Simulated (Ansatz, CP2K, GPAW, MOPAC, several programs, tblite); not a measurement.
# What cheap methods get right for WSe2

Aim: run WSe2 through methods of unlike cost and see what each gets, and at what price.

Program: MOPAC, tblite, CP2K, GPAW, Ansatz (versions at each run). Level of theory: no spin polarisation, static lattice; gaps from single points on the cell relaxed beforehand with r²SCAN+rVV10. These are calculated values, not measurements.

7 further runs of the same task are left out: 1 that didn't finish, 6 set aside as unsound or not needed.

**1. The system as given**

Symmetry: P-6m2, No. 187, hexagonal system. The conventional cell has a = 3.297 Å, b = 3.297 Å, c = 7.184 Å, α = 90.00°, β = 90.00°, γ = 120.00°. W (site symmetry -6m2) has 6 Se at 2.53 Å as nearest neighbours. Se (site symmetry 3m) is surrounded by 3 W at 2.53 Å.

Coordinates:

```cif
data_structure
_symmetry_space_group_name_H-M 'P-6m2'
_symmetry_Int_Tables_number 187
_cell_length_a 3.2972
_cell_length_b 3.2972
_cell_length_c 7.1843
_cell_angle_alpha 90.000
_cell_angle_beta 90.000
_cell_angle_gamma 120.000
_cell_volume 67.64
loop_
_atom_site_label
_atom_site_type_symbol
_atom_site_symmetry_multiplicity
_atom_site_Wyckoff_symbol
_atom_site_fract_x
_atom_site_fract_y
_atom_site_fract_z
_atom_site_occupancy
W1 W 1 a 0.00000 0.00000 0.00000 1
Se1 Se 2 h 0.33333 0.66667 0.23192 1
```

The structure type (database structure) is imposed and need not be the compound's stable one.

**Question.** The methods are PM7, GFN1-xTB (tblite), GFN2-xTB (tblite), PBE/DZVP, PBE/single-zeta, PBE/SZV, coarse PBE, GLLB-SC, PBE, r2SCAN. What gap does r2SCAN give on this cell, and which other methods (full PBE left aside) come nearest to r2SCAN and farthest in gap?

| quantity | value |
| --- | --- |
| r2SCAN | gap 1.49 eV |
| gap: nearest and farthest of the other methods | PBE/DZVP, PBE/single-zeta (about 0.10 eV off); GLLB-SC (+0.55 eV) |

What this shows: For the gap (full PBE left aside), PBE/DZVP, PBE/single-zeta tie for nearest to r2SCAN; GLLB-SC is farthest. A minimal basis or a coarse cutoff and mesh shifts results by its own error, so closeness to r2SCAN can be chance. Cluster runs see only the k-points that fold onto the zone centre, so their gaps can miss the band edges. GLLB-SC is compared with its derivative discontinuity added. PM7 ended in an unphysical state and is left out of the comparison. No r2SCAN modulus is at hand, so moduli aren't ranked. CPU times run from 2.1 s (coarse PBE) to 2.7 min (PM7). On this cell PM7 cost more than r2SCAN itself (27 s), so it is no saving here. A cluster method computes far more atoms than the primitive cell, so on a small crystal it can cost more than plane waves. r2SCAN is a yardstick, not the truth: it usually gives gaps below the measured ones. Spin-orbit coupling is left out throughout.
